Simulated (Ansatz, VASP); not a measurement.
**As: VASP beside Ansatz**

```
As
1.0
     2.73774    0.00000    0.00000
     0.00000    2.73774    0.00000
     0.00000    0.00000    2.73774
As
1
Direct
  0.00000 0.00000 0.00000
```

Alike in both runs: task relaxation of cell and atoms; functional PBE; k mesh 15 × 15 × 15; occupations fermi-dirac, width 0.05 eV; no spin polarisation.

|  | VASP | Ansatz |
| --- | --- | --- |
| version | VASP 6.6.1 | Ansatz 0.2.0 |
| potentials or method | VASP PAW PBE potentials, release 64 (As) | PAW with Ansatz's default frozen-core files, scalar-relativistic |
| plane-wave cutoff (eV) | 600 | 420 |
| valence electrons in the cell | 5 | 15 |

|  | VASP | Ansatz | Ansatz less VASP |
| --- | --- | --- | --- |
| relaxed volume (Å³/atom) | 20.36 | 20.33 | -0.037 |
| relaxed cell length with the largest relative difference (Å) | 2.731 | 2.729 | -0.0016 |

The two sets of potentials don't hold the same shells in valence.
